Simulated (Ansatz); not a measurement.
**Levels at Γ against strain in ZnSe**

```
CELL_PARAMETERS angstrom
0.00000 2.83380 2.83380
2.83380 0.00000 2.83380
2.83380 2.83380 0.00000
ATOMIC_POSITIONS crystal
Zn 0.00000 0.00000 0.00000
Se 0.75000 0.75000 0.75000
```

Atom numbers follow the list: Zn1, Se2.

The cell comes from COD entry 9008857, which wasn't checked; take it as a given geometry.

All numbers below come from DFT, LDA, all-electron LAPW, scalar-relativistic (Ansatz 0.2.0).

The runs use a Γ-centred 8×8×8 k mesh, Fermi–Dirac smearing of 0.03 eV, basis error target 1 meV/atom, no spin polarisation.

The cell is scaled evenly. Fractional coordinates are held (clamped ions).

Only quantities that a quadratic follows smoothly over the whole series are listed; rougher ones are left out.

| ln(V/Vcell) | direct gap at Γ (eV) | smallest gap on mesh and path (eV) |
| --- | --- | --- |
| -0.0619 | 1.285 | 1.285 |
| -0.0408 | 1.198 | 1.198 |
| -0.0101 | 1.072 | 1.072 |
| 0.0000 | 1.032 | 1.032 |
| 0.0100 | 0.992 | 0.992 |
| 0.0198 | 0.954 | 0.954 |
| 0.0392 | 0.878 | 0.878 |

(1) Fit the series and give the slopes at zero strain.

(2) One run, at ln(V/Vcell) = -0.0202, is withheld. Predict its row.

Answers

(1) Least-squares fits y = p0 + p1 x + p2 x² to the rows give direct gap at Γ (eV): p1 = -3.99, p2 = 1.6; smallest gap on mesh and path (eV): p1 = -3.99, p2 = 1.6. So dEg/dln V = -4.0 eV for the direct gap at Γ, the fundamental gap of this crystal. Semilocal gaps are too small, but their slopes carry over better.

(2) The fits give 1.113, 1.113; the run gave 1.113, 1.113.
